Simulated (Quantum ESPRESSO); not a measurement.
# TiSe (P6_3/mmc) in Quantum ESPRESSO: a series of runs

Runs on TiSe. Level: LDA. Tasks: single point, equation of state.

Program: Quantum ESPRESSO 7.5. These are calculated values, not measurements. Logs are shortened: lines on timing, memory, paths and dates and some standing lists are left out, and cuts for length are marked.

**1. The crystal as given**

Symmetry: P6_3/mmc, No. 194, hexagonal system. Conventional cell: a = 3.559 Å, b = 3.559 Å, c = 6.220 Å, α = 90.00°, β = 90.00°, γ = 120.00°. Around Se (site symmetry -6m2) lie 6 Ti at 2.58 Å. Ti (site symmetry -3m) has 6 Se at 2.58 Å as nearest neighbours.

**2. Single point, LDA, 16.03 Å³/atom**

Contents of pw.in:

```
&CONTROL
  calculation = 'scf'
  prefix = 'pwscf'
  outdir = './tmp'
  pseudo_dir = './pseudo'
  tstress = .true.
  disk_io = 'nowf'
/
&SYSTEM
  ibrav = 0
  nat = 4
  ntyp = 2
  ecutwfc = 45
  ecutrho = 360
  nbnd = 26
  occupations = 'smearing'
  smearing = 'fd'
  degauss = 0.00367493
/
&ELECTRONS
  conv_thr = 8d-10
  electron_maxstep = 120
  mixing_beta = 0.5
/
ATOMIC_SPECIES
Se    78.9710 se_lda_v1.uspp.F.UPF
Ti    47.8670 ti_lda_v1.4.uspp.F.UPF
CELL_PARAMETERS angstrom
   3.4863469609    0.0000000000    0.0000000000
  -1.7431734805    3.0192650346    0.0000000000
   0.0000000000    0.0000000000    6.0930255962
ATOMIC_POSITIONS crystal
Se     0.6666666667    0.3333333333    0.7500000000
Se     0.3333333333    0.6666666667    0.2500000000
Ti     0.0000000000    0.0000000000    0.5000000000
Ti     0.0000000000    0.0000000000    0.0000000000
K_POINTS automatic
9 9 5 0 0 0
```

Potentials or basis: GBRV 1.5 LDA.

Started as:

```console
> OMP_NUM_THREADS=1 mpirun -n 2 pw.x -nk 2 -in pw.in > pw.out
```

pw.out:

```text
This program is part of the open-source Quantum ESPRESSO suite
     for quantum simulation of materials; please cite
[... 13 lines left out ...]
     --------------------
     sticks:   dense  smooth     PW     G-vecs:    dense   smooth      PW
     Sum        1069     547    163                49797    17647    2949

     Using Slab Decomposition

     bravais-lattice index     =            0
     lattice parameter (alat)  =       6.5882  a.u.
     unit-cell volume          =     432.8141 (a.u.)^3
     number of atoms/cell      =            4
     number of atomic types    =            2
     number of electrons       =        36.00
     number of Kohn-Sham states=           26
     kinetic-energy cutoff     =      45.0000  Ry
     charge density cutoff     =     360.0000  Ry
     scf convergence threshold =      8.0E-10
     mixing beta               =       0.5000
     number of iterations used =            8  plain     mixing
     Exchange-correlation=  SLA  PZ   NOGX NOGC
                           (   1   1   0   0   0   0   0)

     celldm(1)=   6.588241  celldm(2)=   0.000000  celldm(3)=   0.000000
     celldm(4)=   0.000000  celldm(5)=   0.000000  celldm(6)=   0.000000

     crystal axes: (cart. coord. in units of alat)
               a(1) = (   1.000000   0.000000   0.000000 )
               a(2) = (  -0.500000   0.866025   0.000000 )
               a(3) = (   0.000000   0.000000   1.747682 )

     reciprocal axes: (cart. coord. in units 2 pi/alat)
               b(1) = (  1.000000  0.577350 -0.000000 )
               b(2) = (  0.000000  1.154701  0.000000 )
               b(3) = (  0.000000 -0.000000  0.572186 )

     PseudoPot. # 1 for Se read from file:
     se_lda_v1.uspp.F.UPF
     Pseudo is Ultrasoft + core correction, Zval =  6.0
     Generated by new atomic code, or converted to UPF format
     Using radial grid of  877 points,  6 beta functions with:
                l(1) =   0
                l(2) =   0
                l(3) =   1
                l(4) =   1
                l(5) =   2
                l(6) =   2
     Q(r) pseudized with  8 coefficients,  rinner =    1.300   1.300   1.300
                                                       1.300   1.300

     PseudoPot. # 2 for Ti read from file:
     ti_lda_v1.4.uspp.F.UPF
     Pseudo is Ultrasoft + core correction, Zval = 12.0
     Generated by new atomic code, or converted to UPF format
     Using radial grid of  851 points,  6 beta functions with:
                l(1) =   0
                l(2) =   0
                l(3) =   1
                l(4) =   1
                l(5) =   2
                l(6) =   2
     Q(r) pseudized with  6 coefficients,  rinner =    1.000   1.000   1.000
                                                       1.000   1.000

     atomic species   valence    mass     pseudopotential
     Se                6.00    78.97100     Se( 1.00)
     Ti               12.00    47.86700     Ti( 1.00)

     24 Sym. Ops., with inversion, found (12 have fractional translation)

   Cartesian axes

     site n.     atom                  positions (alat units)
         1        Se     tau(   1) = (   0.5000000   0.2886751   1.3107614  )
         2        Se     tau(   2) = (  -0.0000000   0.5773503   0.4369205  )
         3        Ti     tau(   3) = (   0.0000000   0.0000000   0.8738410  )
         4        Ti     tau(   4) = (   0.0000000   0.0000000   0.0000000  )

     number of k points=    36  Fermi-Dirac smearing, width (Ry)=  0.0037
                       cart. coord. in units 2pi/alat
        k(    1) = (   0.0000000   0.0000000   0.0000000), wk =   0.0049383
        k(    2) = (   0.0000000   0.0000000   0.1144373), wk =   0.0098765
        k(    3) = (   0.0000000   0.0000000   0.2288746), wk =   0.0098765
        k(    4) = (   0.0000000   0.1283001   0.0000000), wk =   0.0296296
        k(    5) = (   0.0000000   0.1283001   0.1144373), wk =   0.0592593
        k(    6) = (   0.0000000   0.1283001   0.2288746), wk =   0.0592593
[... 28 lines left out ...]
        k(   35) = (   0.3333333   0.5773503   0.1144373), wk =   0.0197531
        k(   36) = (   0.3333333   0.5773503   0.2288746), wk =   0.0197531

     Dense  grid:    49797 G-vectors     FFT dimensions: (  40,  40,  72)

     Smooth grid:    17647 G-vectors     FFT dimensions: (  30,  30,  50)

     Check: negative core charge=   -0.000006

     Initial potential from superposition of free atoms

     starting charge      33.9998, renormalised to      36.0000

     negative rho (up, down):  1.420E-03 0.000E+00
     Starting wfcs are   28 randomized atomic wfcs

     Self-consistent Calculation

     iteration #  1     ecut=    45.00 Ry     beta= 0.50
     Davidson diagonalization with overlap
     ethr =  1.00E-02,  avg # of iterations =  3.1

     Threshold (ethr) on eigenvalues was too large:
     Diagonalizing with lowered threshold

     Davidson diagonalization with overlap
     ethr =  6.48E-04,  avg # of iterations =  2.0

     negative rho (up, down):  1.297E-03 0.000E+00

     total energy              =    -325.13702304 Ry
     estimated scf accuracy    <       0.25223106 Ry

     iteration #  2     ecut=    45.00 Ry     beta= 0.50
     Davidson diagonalization with overlap
     ethr =  7.01E-04,  avg # of iterations =  3.9

     negative rho (up, down):  1.117E-03 0.000E+00

     total energy              =    -325.17843253 Ry
     estimated scf accuracy    <       0.11150070 Ry

     iteration #  3     ecut=    45.00 Ry     beta= 0.50
     Davidson diagonalization with overlap
     ethr =  3.10E-04,  avg # of iterations =  2.6

     negative rho (up, down):  9.997E-04 0.000E+00

     total energy              =    -325.20405146 Ry
     estimated scf accuracy    <       0.00677154 Ry

     iteration #  4     ecut=    45.00 Ry     beta= 0.50
     Davidson diagonalization with overlap
     ethr =  1.88E-05,  avg # of iterations =  2.8

     negative rho (up, down):  9.305E-04 0.000E+00

     total energy              =    -325.20488455 Ry
     estimated scf accuracy    <       0.00033563 Ry

     iteration #  5     ecut=    45.00 Ry     beta= 0.50
     Davidson diagonalization with overlap
     ethr =  9.32E-07,  avg # of iterations =  4.7

     negative rho (up, down):  9.144E-04 0.000E+00

     total energy              =    -325.20498599 Ry
     estimated scf accuracy    <       0.00009833 Ry

     iteration #  6     ecut=    45.00 Ry     beta= 0.50
     Davidson diagonalization with overlap
     ethr =  2.73E-07,  avg # of iterations =  3.5
[... 6 lines left out ...]
     iteration #  7     ecut=    45.00 Ry     beta= 0.50
     Davidson diagonalization with overlap
     ethr =  1.71E-09,  avg # of iterations = 10.1

     negative rho (up, down):  9.099E-04 0.000E+00

     total energy              =    -325.20501542 Ry
     estimated scf accuracy    <       0.00000051 Ry

     iteration #  8     ecut=    45.00 Ry     beta= 0.50
     Davidson diagonalization with overlap
     ethr =  1.43E-09,  avg # of iterations =  2.0

     negative rho (up, down):  9.098E-04 0.000E+00

     total energy              =    -325.20501549 Ry
     estimated scf accuracy    <          9.5E-09 Ry

     iteration #  9     ecut=    45.00 Ry     beta= 0.50
     Davidson diagonalization with overlap
     ethr =  2.65E-11,  avg # of iterations =  5.7

     negative rho (up, down):  9.098E-04 0.000E+00

     total energy              =    -325.20501550 Ry
     estimated scf accuracy    <          1.2E-09 Ry

     iteration # 10     ecut=    45.00 Ry     beta= 0.50
     Davidson diagonalization with overlap
     ethr =  3.32E-12,  avg # of iterations =  3.8

     negative rho (up, down):  9.098E-04 0.000E+00

     End of self-consistent calculation

          k = 0.0000 0.0000 0.0000 (  2203 PWs)   bands (ev):

   -42.9578 -42.9291 -19.7190 -19.5756 -19.5756 -19.5435 -19.5435 -19.4118
    -2.4720  -0.8847   5.8110   9.3375   9.3375  11.4774  11.6366  12.1644
    12.1644  13.1870  13.1870  13.2209  13.2209  14.9847  14.9847  16.2927
    17.1722  17.6767

          k = 0.0000 0.0000 0.1144 (  2167 PWs)   bands (ev):

   -42.9551 -42.9318 -19.6903 -19.5725 -19.5725 -19.5465 -19.5465 -19.4418
    -2.3515  -1.0837   6.2177   9.4805   9.4805  10.2515  11.4643  11.4643
    12.5065  13.2968  13.2968  13.8873  13.8873  14.9693  14.9693  15.5235
    17.7641  17.7641

          k = 0.0000 0.0000 0.2289 (  2190 PWs)   bands (ev):

   -42.9479 -42.9390 -19.6146 -19.5645 -19.5645 -19.5546 -19.5546 -19.5197
    -2.0141  -1.5391   7.2836   8.7228   9.9029   9.9029  10.5830  10.5830
    13.3880  13.6002  13.6002  13.9825  13.9825  14.4134  15.7163  15.7163
    16.8702  16.8702

          k = 0.0000 0.1283 0.0000 (  2192 PWs)   bands (ev):

   -42.9565 -42.9278 -19.7140 -19.5919 -19.5792 -19.5567 -19.5464 -19.4098
    -2.3195  -0.8620   6.0165   9.0817   9.3482  10.7458  10.8641  11.5390
    11.8877  13.3681  13.5681  13.7541  13.8696  14.9595  15.1131  16.2848
    17.0494  17.7918

          k = 0.0000 0.1283 0.1144 (  2175 PWs)   bands (ev):

   -42.9538 -42.9306 -19.6857 -19.5886 -19.5760 -19.5600 -19.5495 -19.4395
    -2.2065  -1.0396   6.3753   9.2200   9.4817   9.8856  10.6645  11.1617
    12.5521  13.3713  13.5733  13.9075  14.1908  14.9956  15.0597  15.6582
    17.0493  17.5808

          k = 0.0000 0.1283 0.2289 (  2185 PWs)   bands (ev):

   -42.9466 -42.9378 -19.6111 -19.5801 -19.5684 -19.5679 -19.5577 -19.5163
    -1.8914  -1.4527   7.3145   8.5679   9.6140   9.8709  10.1728  10.4727
    13.2717  13.6196  13.6707  13.9883  14.0093  14.6574  15.4830  15.9010
    16.4511  16.9028

          k = 0.0000 0.2566 0.0000 (  2196 PWs)   bands (ev):

   -42.9531 -42.9247 -19.7014 -19.6326 -19.5901 -19.5882 -19.5538 -19.4048
    -1.8997  -0.8010   6.5905   8.4401   8.9891   9.3345   9.9696  10.8308
    11.8831  13.7672  13.9698  13.9952  14.6231  14.9130  15.8899  16.2945
    16.3619  17.5527
[... 171 lines left out ...]
   -42.9430 -42.9205 -19.6859 -19.6477 -19.6426 -19.6345 -19.5996 -19.4209
    -0.7172  -0.6290   6.6798   7.3177   8.1855   8.5571   8.8080   9.0893
    13.1607  13.5703  14.1352  14.7815  14.9538  15.3265  15.4469  16.2740
    16.9090  17.1998

          k = 0.2222 0.5132 0.2289 (  2212 PWs)   bands (ev):

   -42.9361 -42.9275 -19.6727 -19.6564 -19.6240 -19.6106 -19.5778 -19.4916
    -0.6869  -0.6531   6.8275   7.0451   8.3463   8.6215   8.9335   8.9417
    13.1230  13.2523  14.3885  14.8555  15.0185  15.2105  15.4613  15.9061
    17.3785  17.6775

          k = 0.3333 0.5774 0.0000 (  2217 PWs)   bands (ev):

   -42.9450 -42.9173 -19.6708 -19.6698 -19.6698 -19.6207 -19.6207 -19.3928
    -0.6023  -0.6023   6.9744   7.3489   7.3489   8.6194   8.6194   9.1817
    13.8594  14.0794  14.0794  14.2704  14.2704  15.3143  16.2102  16.2102
    16.6202  16.6202

          k = 0.3333 0.5774 0.1144 (  2214 PWs)   bands (ev):

   -42.9423 -42.9199 -19.6652 -19.6652 -19.6448 -19.6253 -19.6253 -19.4198
    -0.6014  -0.6014   7.1465   7.2883   7.2883   8.7165   8.7165   8.9123
    13.7112  13.7112  13.9856  14.6603  14.6603  15.1856  15.9554  15.9554
    17.0276  17.0276

          k = 0.3333 0.5774 0.2289 (  2208 PWs)   bands (ev):

   -42.9354 -42.9269 -19.6533 -19.6533 -19.6373 -19.6373 -19.5760 -19.4901
    -0.5998  -0.5998   7.2033   7.2033   7.6246   8.2879   8.8638   8.8638
    13.4097  13.4097  14.3344  14.8012  15.1271  15.1271  15.5725  15.5725
    17.7340  17.7340

     the Fermi energy is    13.7026 ev

!    total energy              =    -325.20501550 Ry
     estimated scf accuracy    <          2.1E-10 Ry
     smearing contrib. (-TS)   =      -0.00228072 Ry
     internal energy E=F+TS    =    -325.20273478 Ry

     The total energy is F=E-TS. E is the sum of the following terms:
     one-electron contribution =     -84.53217318 Ry
     hartree contribution      =      59.17526127 Ry
     xc contribution           =     -95.02432448 Ry
     ewald contribution        =    -204.82149839 Ry

     convergence has been achieved in  10 iterations

     Computing stress (Cartesian axis) and pressure

     negative rho (up, down):  9.098E-04 0.000E+00
          total   stress  (Ry/bohr**3)                   (kbar)     P=       43.40
   0.00001639   0.00000000   0.00000000            2.41        0.00        0.00
   0.00000000   0.00001639   0.00000000            0.00        2.41        0.00
   0.00000000   0.00000000   0.00085222            0.00        0.00      125.37

=------------------------------------------------------------------------------=
   JOB DONE.
=------------------------------------------------------------------------------=
```

Run time: 13 s. Hardware: 2 MPI ranks of AMD EPYC 9R45 (Zen 5), shared host; peak memory 0.32 GiB.

What came out:

| Quantity | Value |
| --- | --- |
| Free energy | -4424.6396 eV |
| Pressure | 4.3 GPa |
| Band gap on the k mesh | none (metal or under the smearing width) |

**3. Single point, LDA, 16.38 Å³/atom**

Changes to pw.in since step 2:

```diff
@@ -28,5 +28,5 @@
 CELL_PARAMETERS angstrom
-   3.4863469609    0.0000000000    0.0000000000
-  -1.7431734805    3.0192650346    0.0000000000
-   0.0000000000    0.0000000000    6.0930255962
+   3.5108995090    0.0000000000    0.0000000000
+  -1.7554497545    3.0405281650    0.0000000000
+   0.0000000000    0.0000000000    6.1359356409
 ATOMIC_POSITIONS crystal
```

Potentials or basis: GBRV 1.5 LDA.

Started as:

```console
> OMP_NUM_THREADS=1 mpirun -n 2 pw.x -nk 2 -in pw.in > pw.out
```

Run time: 13 s. Hardware: 2 MPI ranks of AMD EPYC 9R45 (Zen 5), shared host; peak memory 0.34 GiB.

The run converged. Its results:

```
Free energy            : -4424.6636 eV
Pressure               : 1.3 GPa
Band gap on the k mesh : none (metal or under the smearing width)
```

**4. Single point, LDA, 16.72 Å³/atom**

Changes to pw.in since step 3:

```diff
@@ -28,5 +28,5 @@
 CELL_PARAMETERS angstrom
-   3.5108995090    0.0000000000    0.0000000000
-  -1.7554497545    3.0405281650    0.0000000000
-   0.0000000000    0.0000000000    6.1359356409
+   3.5351133742    0.0000000000    0.0000000000
+  -1.7675566871    3.0614979874    0.0000000000
+   0.0000000000    0.0000000000    6.1782537757
 ATOMIC_POSITIONS crystal
```

Started as:

```console
> OMP_NUM_THREADS=1 mpirun -n 2 pw.x -nk 2 -in pw.in > pw.out
```

It took 13 s on 2 MPI ranks of AMD EPYC 9R45 (Zen 5), shared host; peak memory 0.34 GiB.

It converged, with:

* Free energy: -4424.6630 eV
* Pressure: -1.4 GPa
* Band gap on the k mesh: none (metal or under the smearing width)

**5. Single point, LDA, 17.06 Å³/atom**

Changes to pw.in since step 4:

```diff
@@ -28,5 +28,5 @@
 CELL_PARAMETERS angstrom
-   3.5351133742    0.0000000000    0.0000000000
-  -1.7675566871    3.0614979874    0.0000000000
-   0.0000000000    0.0000000000    6.1782537757
+   3.5590000000    0.0000000000    0.0000000000
+  -1.7795000000    3.0821844121    0.0000000000
+   0.0000000000    0.0000000000    6.2200000000
 ATOMIC_POSITIONS crystal
```

Started as:

```console
> OMP_NUM_THREADS=1 mpirun -n 2 pw.x -nk 2 -in pw.in > pw.out
```

It took 14 s on 2 MPI ranks of AMD EPYC 9R45 (Zen 5), shared host; peak memory 0.34 GiB.

Results (log left out):

```yaml
Free_energy: -4424.6403 eV
Pressure: -3.9 GPa
Band_gap_on_the_k_mesh: none (metal or under the smearing width)
```

**6. Single point, LDA, 17.40 Å³/atom**

Changes to pw.in since step 5:

```diff
@@ -28,5 +28,5 @@
 CELL_PARAMETERS angstrom
-   3.5590000000    0.0000000000    0.0000000000
-  -1.7795000000    3.0821844121    0.0000000000
-   0.0000000000    0.0000000000    6.2200000000
+   3.5825702233    0.0000000000    0.0000000000
+  -1.7912851117    3.1025968243    0.0000000000
+   0.0000000000    0.0000000000    6.2611932535
 ATOMIC_POSITIONS crystal
```

Potentials or basis: GBRV 1.5 LDA.

Started as:

```console
> OMP_NUM_THREADS=1 mpirun -n 2 pw.x -nk 2 -in pw.in > pw.out
```

Wall time 14 s (2 MPI ranks of AMD EPYC 9R45 (Zen 5), shared host); peak memory 0.34 GiB.

It converged, with:

- Free energy: -4424.5980 eV
- Pressure: -6.1 GPa
- Band gap on the k mesh: none (metal or under the smearing width)

**7. Single point, LDA, 17.74 Å³/atom**

Changes to pw.in since step 6:

```diff
@@ -28,5 +28,5 @@
 CELL_PARAMETERS angstrom
-   3.5825702233    0.0000000000    0.0000000000
-  -1.7912851117    3.1025968243    0.0000000000
-   0.0000000000    0.0000000000    6.2611932535
+   3.6058343182    0.0000000000    0.0000000000
+  -1.8029171591    3.1227441214    0.0000000000
+   0.0000000000    0.0000000000    6.3018514918
 ATOMIC_POSITIONS crystal
```

Started as:

```console
> OMP_NUM_THREADS=1 mpirun -n 2 pw.x -nk 2 -in pw.in > pw.out
```

Run time: 14 s. Hardware: 2 MPI ranks of AMD EPYC 9R45 (Zen 5), shared host; peak memory 0.36 GiB.

The run converged. Its results:

```
Free energy            : -4424.5382 eV
Pressure               : -8.0 GPa
Band gap on the k mesh : none (metal or under the smearing width)
```

**8. Single point, LDA, 18.08 Å³/atom**

Changes to pw.in since step 7:

```diff
@@ -28,5 +28,5 @@
 CELL_PARAMETERS angstrom
-   3.6058343182    0.0000000000    0.0000000000
-  -1.8029171591    3.1227441214    0.0000000000
-   0.0000000000    0.0000000000    6.3018514918
+   3.6288020350    0.0000000000    0.0000000000
+  -1.8144010175    3.1426347476    0.0000000000
+   0.0000000000    0.0000000000    6.3419917555
 ATOMIC_POSITIONS crystal
```

Started as:

```console
> OMP_NUM_THREADS=1 mpirun -n 2 pw.x -nk 2 -in pw.in > pw.out
```

Run time: 15 s. Hardware: 2 MPI ranks of AMD EPYC 9R45 (Zen 5), shared host; peak memory 0.36 GiB.

Results (log left out):

| Property | Result |
| --- | --- |
| Free energy | -4424.4627 eV |
| Pressure | -9.7 GPa |
| Band gap on the k mesh | none (metal or under the smearing width) |

**9. Equation of state, LDA**

Potentials or basis: GBRV 1.5 LDA.

No new run: the results of the series are fitted here.

Results:

- Equilibrium volume: 16.53 Å³/atom
- Bulk modulus at fixed shape and positions: 133 GPa
- Pressure derivative of the bulk modulus: 4.5

Energy against volume, from the lowest point:
| volume (Å³/atom) | energy (meV/atom) |
| --- | --- |
| 16.034 | 5.98 |
| 16.375 | 0.00 |
| 16.716 | 0.15 |
| 17.058 | 5.82 |
| 17.399 | 16.39 |
| 17.740 | 31.35 |
| 18.081 | 50.23 |

Caveat: the cell was scaled at fixed shape and fractional positions, which overstates the stiffness of a crystal with free parameters, most of all of layers and chains.
